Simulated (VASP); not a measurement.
# Rb in VASP: notebook

Aim: see how the results for Rb move with the level of theory and the settings. Levels: PBE+D3(BJ), HSE06+D3(BJ). Tasks: single point.

Everything below comes from runs of VASP 6.6.1. Logs are shortened: lines on timing, memory, paths and dates and some standing lists are left out, and cuts for length are marked.

### 1 The structure

The cell holds a molecule in a box, 1 atom: a = 10.500 Å, b = 11.000 Å, c = 11.500 Å, α = 90.00°, β = 90.00°, γ = 90.00°.

### 2 Single point, PBE+D3(BJ), collinear spin, ferromagnetic start

File INCAR:

```
PREC = Accurate ; ENCUT = 250
EDIFF = 1E-6 ; ISMEAR = 0
SIGMA = 0.01 ; LREAL = F
LASPH = T ; NELM = 100
ALGO = Normal ; ISIF = 2
LWAVE = F ; LCHARG = F
ISPIN = 2 ; MAGMOM = 0.5
LORBIT = 11 ; NUPDOWN = 1
GGA = PE ; IVDW = 12
NBANDS = 14 ; ISYM = 0
```

File KPOINTS:

```
Automatic mesh
0
Gamma
  1 1 1
```

File POSCAR:

```
Rb                                      
1.0
   10.5000000000      0.0000000000      0.0000000000
    0.0000000000     11.0000000000      0.0000000000
    0.0000000000      0.0000000000     11.5000000000
  Rb            
     1
Selective dynamics
Direct
     0.5000000000000000    0.5045454544999970    0.5000000000000000   F   F   F
```

Potentials or basis: VASP PAW PBE potentials, release 64 (Rb_sv).

Command:

```bash
$ cat potpaw_PBE.64/Rb_sv/POTCAR > POTCAR
$ mpirun -np 4 vasp_gam > vasp.out
```

OUTCAR:

```text
PREC = Accurate
   ENCUT = 250
   EDIFF = 1E-6
   ISMEAR = 0
   LREAL = F
   LASPH = T
   NELM = 100
   ISIF = 2
   ISPIN = 2
   LORBIT = 11
   NUPDOWN = 1
   GGA = PE
   IVDW = 12
   ISYM = 0
 IVDW          = 12

 ion  position               nearest neighbor table
   1  0.500  0.505  0.500-

IMPORTANT INFORMATION: All symmetrisations will be switched off!
NOSYMM: (Re-)initialisation of all symmetry stuff for point group C_1.

----------------------------------------------------------------------------------------

                                     Primitive cell

  volume of cell :    1328.2500

  direct lattice vectors                    reciprocal lattice vectors
    10.500000000  0.000000000  0.000000000     0.095238095  0.000000000  0.000000000
     0.000000000 11.000000000  0.000000000     0.000000000  0.090909091  0.000000000
     0.000000000  0.000000000 11.500000000     0.000000000  0.000000000  0.086956522

  length of vectors
    10.500000000 11.000000000 11.500000000     0.095238095  0.090909091  0.086956522

  position of ions in fractional coordinates (direct lattice)
     0.500000000  0.504545454  0.500000000

  ion indices of the primitive-cell ions
   primitive index   ion index
                 1           1

----------------------------------------------------------------------------------------

 KPOINTS: Automatic mesh

Automatic generation of k-mesh.
 Grid dimensions read from file:
 generate k-points for:    1    1    1

 Generating k-lattice:

  Cartesian coordinates                     Fractional coordinates (reciprocal lattice)
     0.095238095  0.000000000  0.000000000     1.000000000  0.000000000  0.000000000
     0.000000000  0.090909091  0.000000000     0.000000000  1.000000000  0.000000000
     0.000000000  0.000000000  0.086956522     0.000000000  0.000000000  1.000000000

  Length of vectors
     0.095238095  0.090909091  0.086956522

  Shift w.r.t. Gamma in fractional coordinates (k-lattice)
     0.000000000  0.000000000  0.000000000

 Subroutine IBZKPT returns following result:
 ===========================================

 Found      1 irreducible k-points:

 Following reciprocal coordinates:
            Coordinates               Weight
  0.000000  0.000000  0.000000      1.000000
   k-points           NKPTS =      1   k-points in BZ     NKDIM =      1   number of bands    NBANDS=     16
   number of dos      NEDOS =    301   number of ions     NIONS =      1
   total plane-waves  NPLWV = 194400
   dimension x,y,z NGX =    54 NGY =   60 NGZ =   60
   dimension x,y,z NGXF=   108 NGYF=  120 NGZF=  120
   ions per type =               1
   NGX,Y,Z   is equivalent  to a cutoff of   8.55,  9.07,  8.67 a.u.
   NGXF,Y,Z  is equivalent  to a cutoff of  17.10, 18.14, 17.35 a.u.
 SYSTEM =  unknown system
   PREC   = accura    normal or accurate (medium, high low for compatibility)
   ISTART =      0    job   : 0-new  1-cont  2-samecut
   ICHARG =      2    charge: 1-file 2-atom 10-const
   ISPIN  =      2    spin polarized calculation?
   LNONCOLLINEAR =      F non collinear calculations
   LSORBIT =      F    spin-orbit coupling
   LASPH  =      T    aspherical Exc in radial PAW
   ENCUT  =  250.0 eV  18.37 Ry    4.29 a.u.  13.54 14.18 14.83*2*pi/ulx,y,z
   NELM   =    100;   NELMIN=  2; NELMDL= -5     # of ELM steps
   EDIFF  = 0.1E-05   stopping-criterion for ELM
   LREAL  =      F    real-space projection
   EDIFFG = 0.1E-04   stopping-criterion for IOM
   NSW    =      0    number of steps for IOM
   IBRION =     -1    ionic relax: 0-MD 1-quasi-New 2-CG
   NFREE  =      0    steps in history (QN), initial steepest desc. (CG)
   ISIF   =      2    stress and relaxation
   ISYM   =      0    0-nonsym 1-usesym 2-fastsym
   POTIM  = 0.5000    time-step for ionic-motion
   TEBEG  =    0.0;   TEEND  =   0.0 temperature during run
   PSTRESS=    0.0 pullay stress
   NELECT =       9.0000    total number of electrons
   NUPDOWN=       1.0000    fix difference up-down
   EMIN   =  10.00;   EMAX   =-10.00  energy-range for DOS
   EFERMI =   0.00;   METHOD = LEGACY
   ISMEAR =     0;   SIGMA  =   0.01  broadening in eV -4-tet -1-fermi 0-gaus
   EFERMI_NEDOS =   21; number of points for ismear=-14 and -15
   IALGO  =     38    algorithm
   IMIX   =      4    mixing-type and parameters
     AMIX     =   0.40;   BMIX     =  1.00
     AMIX_MAG =   1.60;   BMIX_MAG =  1.00
  volume/ion in A,a.u.               =    1328.25      8963.47
  Fermi-wavevector in a.u.,A,eV,Ry     =   0.309786  0.585411  1.305719  0.095968
  Thomas-Fermi vector in A             =   1.186821
   LORBIT       =     11    0 simple, 1 ext, 2 COOP (PROOUT), +10 PAW based schemes
   GGA     = PE    functional components
   LHFCALC =     F    Hartree Fock is set to
   AEXX    =    0.0000 exact exchange contribution
   IVDW    =    12    specifies the selected vdW correction
   LEPSILON=     F    determine dielectric tensor
   LRPA    =     F    only Hartree local field effects (RPA)
 spin polarized calculation
 Gauss-broadening in eV      SIGMA  =   0.01
  energy-cutoff  :      250.00
  volume of cell :     1328.25
 maximum number of plane-waves:      5964
 NGX is ok and might be reduce to    54
   NGX = 27   NGY = 29   NGZ = 29

 number of electron       9.0000000 magnetization       1.0000090

 Free energy of the ion-electron system (eV)
  ---------------------------------------------------
  ext. energy  EPLUGINS =         0.00000000
  ---------------------------------------------------
  free energy    TOTEN  =        -0.20996499 eV

  energy without entropy =       -0.20996499  energy(sigma->0) =       -0.20996499

 E-fermi : -15.6769     XC(G=0):  -0.7797

 val. band max:       -2.3016096983   @ k =   0.0000   0.0000   0.0000
 cond. band min:      -1.3896880135   @ k =   0.0000   0.0000   0.0000
 fundamental gap:      0.9119216847
 Fermi energy:        -2.2484507496

 spin component 1

 k-point     1 :       0.0000    0.0000    0.0000
  band No.  band energies     occupation
      1     -31.7555      1.00000
      2     -15.8471      1.00000
      3     -15.8460      1.00000
      4     -15.8444      1.00000
      5      -2.3016      1.00000
      6      -0.6014      0.00000
[... 8 lines left out ...]
     15       1.1117      0.00000
     16       1.1640      0.00000
 Fermi energy:       -15.6769148198

 spin component 2

 k-point     1 :       0.0000    0.0000    0.0000
  band No.  band energies     occupation
      1     -31.7079      1.00000
      2     -15.7627      1.00000
      3     -15.7613      1.00000
      4     -15.7594      1.00000
      5      -1.3897      0.00000
      6       0.5796      0.00000
[... 8 lines left out ...]
     15       1.9890      0.00000
     16       2.0764      0.00000

------------------------ aborting loop because EDIFF is reached ----------------------------------------

 Edisp (eV)   -0.01195

 E8    (eV) :    -0.0036

  FORCE on cell =-STRESS in cart. coord.  units (eV):
  Direction    XX          YY          ZZ          XY          YZ          ZX
  --------------------------------------------------------------------------------------
  -------------------------------------------------------------------------------------
  Total      -0.26072    -0.20660    -0.16803    -0.00000    -0.00000    -0.00000
  in kB      -0.31449    -0.24921    -0.20268    -0.00000    -0.00000    -0.00000
  external pressure =       -0.26 kB  Pullay stress =        0.00 kB

 VOLUME and BASIS-vectors are now :
 -----------------------------------------------------------------------------
  energy-cutoff  :      250.00
  volume of cell :     1328.25
      direct lattice vectors                 reciprocal lattice vectors
    10.500000000  0.000000000  0.000000000     0.095238095  0.000000000  0.000000000
     0.000000000 11.000000000  0.000000000     0.000000000  0.090909091  0.000000000
     0.000000000  0.000000000 11.500000000     0.000000000  0.000000000  0.086956522

 POSITION                                       TOTAL-FORCE (eV/Angst)
 -----------------------------------------------------------------------------------
      5.25000      5.55000      5.75000         0.000000      0.000000     -0.000000
 -----------------------------------------------------------------------------------
    total drift:                                0.000000      0.000000     -0.000000

  FREE ENERGIE OF THE ION-ELECTRON SYSTEM (eV)
  ---------------------------------------------------
  free  energy   TOTEN  =        -0.2219115796 eV

  energy  without entropy=       -0.2219115796  energy(sigma->0) =       -0.22191158

 total charge

# of ion       s       p       d       tot
------------------------------------------
    1        1.971   5.338   0.000   7.309

 magnetization (x)

# of ion       s       p       d       tot
------------------------------------------
    1        0.042  -0.004   0.000   0.037
```

stdout:

```text
POSCAR found type information on POSCAR Rb
 POSCAR found :  1 types and       1 ions
 scaLAPACK will be used
 LDA part: xc-table for (Slater+PW92), standard interpolation
 -----------------------------------------------------------------------------
|                                                                             |
|           W    W    AA    RRRRR   N    N  II  N    N   GGGG   !!!           |
|           W    W   A  A   R    R  NN   N  II  NN   N  G    G  !!!           |
|           W    W  A    A  R    R  N N  N  II  N N  N  G       !!!           |
|           W WW W  AAAAAA  RRRRR   N  N N  II  N  N N  G  GGG   !            |
|           WW  WW  A    A  R   R   N   NN  II  N   NN  G    G                |
|           W    W  A    A  R    R  N    N  II  N    N   GGGG   !!!           |
|                                                                             |
|     The number of bands has been changed from the values supplied in        |
|     The orbitals not found in the WAVECAR file will be initialized with     |
|     random numbers, which is usually adequate. For correlated               |
|     calculations, however, you should redo the groundstate calculation.     |
|     I found NBANDS = 14. Now, NBANDS = 16.                                  |
|                                                                             |
 -----------------------------------------------------------------------------

 POSCAR, INCAR and KPOINTS ok, starting setup
 FFT: planning ... GRIDC
 FFT: planning ... GRID_SOFT
 FFT: planning ... GRID
 WAVECAR not read
 entering main loop
```

Run time: 31 s. Hardware: 4 MPI ranks of Intel Xeon Platinum 8488C (Sapphire Rapids), shared host; peak memory 0.24 GiB.

Results:

* Free energy: -0.2219 eV
* Net moment: 1.00 μB per cell
* Site moments: Rb +0.04 μB
* Valence electrons inside the program's atomic spheres: Rb 7.31
* Dispersion energy per atom: -0.012 eV

Caveat: the cutoff is under 1.25 times the usual one of these potentials, so pressure, stress and relaxed cells hold a basis-set (Pulay) error; the total moment is fixed, so each spin has its own Fermi level.

### 3 Single point, HSE06+D3(BJ), collinear spin, ferromagnetic start

POSCAR is that of step 2.

File INCAR.step1:

```
PREC = Accurate ; ENCUT = 400
EDIFF = 1E-5 ; ISMEAR = 0
SIGMA = 0.01 ; LREAL = F
LASPH = T ; NELM = 100
ALGO = Normal ; ISIF = 2
LWAVE = T ; LCHARG = F
ISPIN = 2 ; MAGMOM = 0.5
LORBIT = 11 ; NUPDOWN = 1
NBANDS = 14 ; ISYM = 0
TIME = 0.4 ; GGA = PE
```

File INCAR.step2:

```
PREC = Accurate ; ENCUT = 400
EDIFF = 1E-6 ; ISMEAR = 0
SIGMA = 0.01 ; LREAL = F
LASPH = T ; NELM = 100
ALGO = Damped ; ISIF = 2
LWAVE = F ; LCHARG = F
ISPIN = 2 ; MAGMOM = 0.5
LORBIT = 11 ; NUPDOWN = 1
GGA = PE ; LHFCALC = T
HFSCREEN = 0.2 ; PRECFOCK = Fast
IVDW = 12 ; VDW_S6 = 1.0
VDW_S8 = 2.31 ; VDW_A1 = 0.383
VDW_A2 = 5.685 ; NBANDS = 14
ISYM = 0 ; TIME = 0.4
ISTART = 1
```

KPOINTS is that of step 2.

Potentials or basis: VASP PAW PBE potentials, release 64 (Rb_sv).

Command:

```bash
$ cat potpaw_PBE.64/Rb_sv/POTCAR > POTCAR
$ cp INCAR.step1 INCAR
$ mpirun -np 4 vasp_gam > vasp.out
$ cp INCAR.step2 INCAR
$ mpirun -np 4 vasp_gam > vasp.out
```

OUTCAR:

```text
PREC = Accurate
   ENCUT = 400
   EDIFF = 1E-6
   ISMEAR = 0
   LREAL = F
   LASPH = T
   NELM = 100
   ISIF = 2
   ISPIN = 2
   LORBIT = 11
   NUPDOWN = 1
   GGA = PE
   LHFCALC = T
   HFSCREEN = 0.2
   PRECFOCK = Fast
   IVDW = 12
   ISYM = 0
   ISTART = 1
 IVDW          = 12

 ion  position               nearest neighbor table
   1  0.500  0.505  0.500-

IMPORTANT INFORMATION: All symmetrisations will be switched off!
NOSYMM: (Re-)initialisation of all symmetry stuff for point group C_1.

----------------------------------------------------------------------------------------

                                     Primitive cell

  volume of cell :    1328.2500

  direct lattice vectors                    reciprocal lattice vectors
    10.500000000  0.000000000  0.000000000     0.095238095  0.000000000  0.000000000
     0.000000000 11.000000000  0.000000000     0.000000000  0.090909091  0.000000000
     0.000000000  0.000000000 11.500000000     0.000000000  0.000000000  0.086956522

  length of vectors
    10.500000000 11.000000000 11.500000000     0.095238095  0.090909091  0.086956522

  position of ions in fractional coordinates (direct lattice)
     0.500000000  0.504545454  0.500000000

  ion indices of the primitive-cell ions
   primitive index   ion index
                 1           1

----------------------------------------------------------------------------------------

 KPOINTS: Automatic mesh

Automatic generation of k-mesh.
 Grid dimensions read from file:
 generate k-points for:    1    1    1

 Generating k-lattice:

  Cartesian coordinates                     Fractional coordinates (reciprocal lattice)
     0.095238095  0.000000000  0.000000000     1.000000000  0.000000000  0.000000000
     0.000000000  0.090909091  0.000000000     0.000000000  1.000000000  0.000000000
     0.000000000  0.000000000  0.086956522     0.000000000  0.000000000  1.000000000

  Length of vectors
     0.095238095  0.090909091  0.086956522

[... 68 lines left out ...]
 spin polarized calculation
 Gauss-broadening in eV      SIGMA  =   0.01
  energy-cutoff  :      400.00
  volume of cell :     1328.25
 maximum number of plane-waves:     12033
 NGX is ok and might be reduce to    70
  NGX = 36; NGY = 40; NGZ = 40
   NGX = 35   NGY = 35   NGZ = 37

 number of electron       9.0000000 magnetization       1.0000000

 Free energy of the ion-electron system (eV)
  ---------------------------------------------------
  ext. energy  EPLUGINS =         0.00000000
  ---------------------------------------------------
  free energy    TOTEN  =        -0.32003178 eV

  energy without entropy =       -0.32003178  energy(sigma->0) =       -0.32003178

 E-fermi : -17.0935     XC(G=0):  -0.7346

 val. band max:       -2.4234094765   @ k =   0.0000   0.0000   0.0000
 cond. band min:      -1.1952249646   @ k =   0.0000   0.0000   0.0000
 fundamental gap:      1.2281845119
 Fermi energy:        -2.3737012373

 spin component 1

 k-point     1 :       0.0000    0.0000    0.0000
  band No.  band energies     occupation
      1     -34.3378      1.00000
      2     -17.2360      1.00000
      3     -17.2347      1.00000
      4     -17.2328      1.00000
      5      -2.4234      1.00000
      6      -0.5422      0.00000
[... 8 lines left out ...]
     15       1.1609      0.00000
     16       1.2101      0.00000
 Fermi energy:       -17.0934825994

 spin component 2

 k-point     1 :       0.0000    0.0000    0.0000
  band No.  band energies     occupation
      1     -34.2682      1.00000
      2     -17.1606      1.00000
      3     -17.1591      1.00000
      4     -17.1569      1.00000
      5      -1.1952      0.00000
      6       0.6273      0.00000
[... 8 lines left out ...]
     15       2.1265      0.00000
     16       2.1571      0.00000

------------------------ aborting loop because EDIFF is reached ----------------------------------------

 Edisp (eV)   -0.01880

 E8    (eV) :    -0.0105

  FORCE on cell =-STRESS in cart. coord.  units (eV):
  Direction    XX          YY          ZZ          XY          YZ          ZX
  --------------------------------------------------------------------------------------
  -------------------------------------------------------------------------------------
  Total      -0.28299    -0.20991    -0.15359    -0.00005    -0.00000    -0.00011
  in kB      -0.34135    -0.25319    -0.18527    -0.00006    -0.00000    -0.00013
  external pressure =       -0.26 kB  Pullay stress =        0.00 kB

 VOLUME and BASIS-vectors are now :
 -----------------------------------------------------------------------------
  energy-cutoff  :      400.00
  volume of cell :     1328.25
      direct lattice vectors                 reciprocal lattice vectors
    10.500000000  0.000000000  0.000000000     0.095238095  0.000000000  0.000000000
     0.000000000 11.000000000  0.000000000     0.000000000  0.090909091  0.000000000
     0.000000000  0.000000000 11.500000000     0.000000000  0.000000000  0.086956522

 POSITION                                       TOTAL-FORCE (eV/Angst)
 -----------------------------------------------------------------------------------
      5.25000      5.55000      5.75000         0.000000      0.000000     -0.000000
 -----------------------------------------------------------------------------------
    total drift:                                0.000000      0.000000     -0.000000

  FREE ENERGIE OF THE ION-ELECTRON SYSTEM (eV)
  ---------------------------------------------------
  free  energy   TOTEN  =        -0.3388322479 eV

  energy  without entropy=       -0.3388322479  energy(sigma->0) =       -0.33883225

 total charge

# of ion       s       p       d       tot
------------------------------------------
    1        1.970   5.379   0.000   7.350

 magnetization (x)

# of ion       s       p       d       tot
------------------------------------------
    1        0.038  -0.002   0.000   0.036
```

OUTCAR.step1:

```text
PREC = Accurate
   ENCUT = 400
   EDIFF = 1E-5
   ISMEAR = 0
   LREAL = F
   LASPH = T
   NELM = 100
   ISIF = 2
[... 203 lines left out ...]
    total drift:                                0.000000      0.000008     -0.000001

  FREE ENERGIE OF THE ION-ELECTRON SYSTEM (eV)
  ---------------------------------------------------
  free  energy   TOTEN  =        -0.2103484977 eV

  energy  without entropy=       -0.2103484977  energy(sigma->0) =       -0.21034850

 total charge

# of ion       s       p       d       tot
------------------------------------------
    1        1.972   5.314   0.000   7.286

 magnetization (x)

# of ion       s       p       d       tot
------------------------------------------
    1        0.042  -0.004   0.000   0.038
```

It took 2.5 min on 4 MPI ranks of Intel Xeon Platinum 8488C (Sapphire Rapids), shared host; peak memory 0.49 GiB.

Results:

```yaml
Free_energy: -0.3388 eV
Net_moment: 1.00 μB per cell
Site_moments: Rb +0.04 μB
Valence_electrons_inside_the_program's_atomic_spheres: Rb 7.35
Dispersion_energy_per_atom: -0.019 eV
```

Caveat: the PAW data sets were made with another functional, which shifts forces and pressure a little; the total moment is fixed, so each spin has its own Fermi level.
